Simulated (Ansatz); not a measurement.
AgCl (zincblende), relaxed with r2SCAN. The symmetry is F-43m (No. 216, cubic); a = 5.987 Å in the conventional setting, 26.82 Å³ an atom. Around Ag lie 4 Cl at 2.59 Å; around Cl lie 4 Ag at 2.59 Å.

```xyz
2
Lattice="0.0000 2.9933 2.9933 2.9933 0.0000 2.9933 2.9933 2.9933 0.0000" Properties=species:S:1:pos:R:3 pbc="T T T"
Ag    0.0000    0.0000    0.0000
Cl    1.4966    1.4966    1.4966
```

The questions ask for values computed with the plane-wave code Ansatz on this geometry. Values at 0 K without nuclear motion; no magnetic order is allowed, and the phase may be a hypothetical one.

Given (8×8×8 mesh): The r2SCAN gap is direct at Γ: 1.65 eV.

(1) How does the gap change from r2SCAN to LDA (8×8×8)?

(2) What does HSE06 give for the gap (6×6×6 mesh)?

(3) Order these levels by the gap that they give, smallest first.
A. PBE0
B. r2SCAN
C. r2SCAN0
D. HSE06
E. LDA
F. PBE
G. Hartree-Fock
H. DDH-PBE0

(4) Roughly how does the cost of the HSE06 run (6×6×6) compare with r2SCAN's (8×8×8)?

(5) What are ε∞ and the Born charges with r2SCAN?

(6) What do these levels agree on?

Answers

(1) LDA gives a direct gap of 0.94 eV at Γ. The gap differs by -0.71 eV from r2SCAN's.

(2) With HSE06 the gap is 2.71 eV and direct, at Γ. The gap differs by +1.06 eV from r2SCAN's.

(3) E (0.94 eV), F (1.25 eV), B (1.65 eV), D (2.71 eV), A (3.43 eV), H (3.50 eV), C (3.66 eV), G (10.12 eV).

(4) About 12 times as much (110 core-seconds against 9 core-seconds, on 2 threads of Arm Neoverse V1, with other jobs on the host).

(5) ε∞: 3.51 in all directions. Born charges, averaged over directions: Ag +1.21, Cl -1.21 e.

(6) r2SCAN covers 27 % of the step from PBE to HSE06, while HSE06 needs about 12 times r2SCAN's rough cost (on a coarser mesh). All these functionals give a gap of the same kind, direct.
